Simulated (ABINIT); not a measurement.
Set up this calculation in ABINIT 10.8.3 (patched build), as the native input.

```yaml
Task: equation of state
Functional: PBE
Potentials_or_basis: JTH PAW PBE v2.0
Cutoff: 626 eV
k_mesh: 9 × 9 × 9
Occupations: fermi-dirac, width 0.05 eV
Spin: no spin polarisation
Fine-grid_cutoff: 1224.51 eV
Exchange_and_correlation_inside_the_PAW_spheres: full angular mesh (pawxcdev 0, this build's default; the released program takes 1)
```

ZrO2:

```
Zr O
1.0
     0.00000    2.54507    2.54507
     2.54507    0.00000    2.54507
     2.54507    2.54507    0.00000
Zr O
1 2
Direct
  0.00000 0.00000 0.00000
  0.75000 0.75000 0.75000
  0.25000 0.25000 0.25000
```

Measurements of this composition are mostly on another form, of space group No. 14.

One way to write it, as run:

run.abi

```
# Datasets: one volume each
ndtset 7
getwfk -1
scalecart1 3*0.9795861087
scalecart2 3*0.9864848297
scalecart3 3*0.9932883884
scalecart4 3*1.0000000000
scalecart5 3*1.0066227096
scalecart6 3*1.0131594038
scalecart7 3*1.0196128224

# Pseudopotentials
pp_dirpath "./"
pseudos "Zr.GGA_PBE-JTH.xml, O.GGA_PBE-JTH.xml"

# Structure
acell 6.8016465252 6.8016465252 6.8016465252
rprim
     0.0000000000     0.7071067812     0.7071067812
     0.7071067812     0.0000000000     0.7071067812
     0.7071067812     0.7071067812     0.0000000000
ntypat 2
znucl 40 8
natom 3
typat 1 2 2
xred
     0.0000000000     0.0000000000     0.0000000000
     0.7500000000     0.7500000000     0.7500000000
     0.2500000000     0.2500000000     0.2500000000

# Plane-wave basis
ecut 625.861884 eV
pawecutdg 45.0

# k points
kptopt 1
ngkpt 9 9 9
nshiftk 1
shiftk 0.0 0.0 0.0

# Exchange and correlation
ixc 11

# Bands and occupations
nband 16
occopt 3
tsmear 0.05 eV

# SCF cycle
nstep 100
tolvrs 1.0e-9

# Output
iomode 3
prtwf 1
prtden 0
prteig 0
prtebands 0
enunit 1
```

Potentials or basis: JTH PAW PBE v2.0.

Run with:

```sh
$ abinit run.abi > log 2>&1
```

Results of the run:

* Equilibrium volume: 11.15 Å³/atom
* Bulk modulus: 235 GPa
* Pressure derivative of the bulk modulus: 4.2

Caveat: pressures at fixed basis lie under the slope of the energies.

It took 2.2 min on 1 thread of Arm Neoverse V2, with other jobs on the host, peak memory 0.16 GiB.
